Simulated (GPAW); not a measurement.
ZnS:

```
CELL_PARAMETERS angstrom
0.00000 2.70200 2.70200
2.70200 0.00000 2.70200
2.70200 2.70200 0.00000
ATOMIC_POSITIONS crystal
Zn 0.75000 0.75000 0.75000
S 0.00000 0.00000 0.00000
```

| Property | Result |
| --- | --- |
| Program | GPAW 26.7.0 |
| Task | relaxation of cell and atoms |
| Functional | PBEsol |
| Potentials or basis | PAW data sets generated in the run's folder for this functional |
| Cutoff | 600 eV |
| Basis | pw |
| k mesh | 9 × 9 × 9 |
| Occupations | fermi-dirac, width 0.05 eV |
| Spin | no spin polarisation |

At the start: pressure -2.0 GPa; volume 19.73 Å³/atom.

Question: How do energy, volume and symmetry change on relaxing?

Answer: Over 3 steps the energy falls by 3.1 meV/atom and the volume is 19.19 Å³/atom (-2.7 %); space group F-43m (No. 216, to 0.05 Å).

Step by step:
```tsv
step	energy change (eV)	largest force (eV/Å)	pressure (GPa)	volume (Å³)
1	0.0000	0.0000	-1.99	39.45
2	-0.0022	0.0000	-1.62	39.25
3	-0.0062	0.0000	0.06	38.39
```

Final structure:
```
CELL_PARAMETERS angstrom
0.00000 2.67748 2.67748
2.67748 0.00000 2.67748
2.67748 2.67748 0.00000
ATOMIC_POSITIONS crystal
Zn 0.75000 0.75000 0.75000
S 0.00000 0.00000 0.00000
```

Caveat: later steps reuse the first step's grids.
